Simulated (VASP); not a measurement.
Here is a VASP 6.6.1 calculation.

File INCAR:

```
ALGO = Normal ; EDIFF = 1E-6
ENCUT = 520 ; ISIF = 2
ISMEAR = -1 ; LASPH = True
LCHARG = True ; LDAU = True
LDAUJ = 0 0 ; LDAUL = 2 -1
LDAUPRINT = 1 ; LDAUTYPE = 2
LDAUU = 6 0 ; LELF = True
LMAXMIX = 4 ; LMIXTAU = True
LREAL = False ; LVHAR = True
LWAVE = False ; METAGGA = R2SCAN
NELM = 100 ; PREC = Accurate
SIGMA = 0.05
```

KPOINTS

```
k-points
0
Gamma
  8 8 8
```

POSCAR

```
TiTe
1.0
    0.0000000000      3.0500668100      3.0500668100
    3.0500668100      0.0000000000      3.0500668100
    3.0500668100      3.0500668100      0.0000000000
Ti Te
1 1
Direct
    0.5000000000      0.5000000000      0.5000000000
    0.0000000000      0.0000000000      0.0000000000
```

Potentials or basis: VASP PAW PBE potentials, release 64 (Ti_sv, Te).

Command:

```console
$ cat potpaw_PBE.64/Ti_sv/POTCAR potpaw_PBE.64/Te/POTCAR > POTCAR
$ mpirun -np 1 vasp_std > vasp.out
```

Q: What does it give for the pressure?

A: -8.7 GPa.

Q: What does it give for the band gap on the k mesh?

A: None (metal or under the smearing width).

Eigenvalues of the final occupation matrices:
```csv
site,spin,trace,eigenvalues
site 1 d,1,0.85,0.07 0.07 0.24 0.24 0.24
site 1 d,2,0.85,0.07 0.07 0.24 0.24 0.24
```

Caveat: the PAW data sets were made with another functional, which shifts forces and pressure a little; U without spin polarisation on a metal has little footing; the U is typed as a test and isn't derived for this compound. The run has no spin-orbit coupling, so splittings on Te are missing.
